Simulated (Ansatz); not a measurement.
Relaxed ZrO2 (tetragonal-ZrO2 type, space group P4_2/nmc):

```xyz
6
Lattice="3.5845 0.0000 0.0000 0.0000 3.5845 0.0000 0.0000 0.0000 5.1772" Properties=species:S:1:pos:R:3 pbc="T T T"
Zr     0.0000     0.0000     0.0000
Zr     1.7922     1.7922     2.5886
O      0.0000     1.7922     1.0431
O      0.0000     1.7922     3.6317
O      1.7922     0.0000     1.5455
O      1.7922     0.0000     4.1341
```

Scan: atom 6 (O, nearest neighbour Zr at 2.074 Å; its periodic images, 3.6 Å or more away, move with it) is displaced along Cartesian [110], direction (0.707, 0.707, 0.000) in Cartesian axes, by s. The other atoms stay.

Method: PBEsol (plane waves to 420 eV, PAW, scalar-relativistic; Ansatz, an electronic-structure program). k mesh 8×8×5 (Γ-centred), Fermi-Dirac smearing 0.05 eV. E stands for the smeared free energy. This is a high-temperature form of ZrO2. ZrO2 is run without spin polarisation. ZrO2 was relaxed with its symmetry unable to fall. ΔE is measured from the undisplaced structure.

```json
[
 {"s (Å)": "-0.410", "ΔE (meV/cell)": "977"},
 {"s (Å)": "-0.328", "ΔE (meV/cell)": "withheld"},
 {"s (Å)": "-0.246", "ΔE (meV/cell)": "344"},
 {"s (Å)": "-0.164", "ΔE (meV/cell)": "152"},
 {"s (Å)": "-0.082", "ΔE (meV/cell)": "38"},
 {"s (Å)": "0.000", "ΔE (meV/cell)": "0"},
 {"s (Å)": "0.082", "ΔE (meV/cell)": "38"},
 {"s (Å)": "0.164", "ΔE (meV/cell)": "152"},
 {"s (Å)": "0.246", "ΔE (meV/cell)": "344"},
 {"s (Å)": "0.328", "ΔE (meV/cell)": "withheld"},
 {"s (Å)": "0.410", "ΔE (meV/cell)": "977"}
]
```

### Question
Fit an even polynomial form (powers 2, 4) to the given rows and predict ΔE at s = 0.328.

### Answer
Least squares on the 9 given rows: ΔE = (5615)·s² + (1169)·s⁴, in meV/cell with s in Å; root-mean-square residual 0.1 meV/cell. At 0.328 the fit gives 618 meV/cell; the calculation gives 618 meV/cell, the same to the digits shown. The quadratic term alone would give 604 meV/cell.

(For displaced atoms, the force is minus the slope of the energy, and its curvature is a force constant, which sets phonon frequencies.)
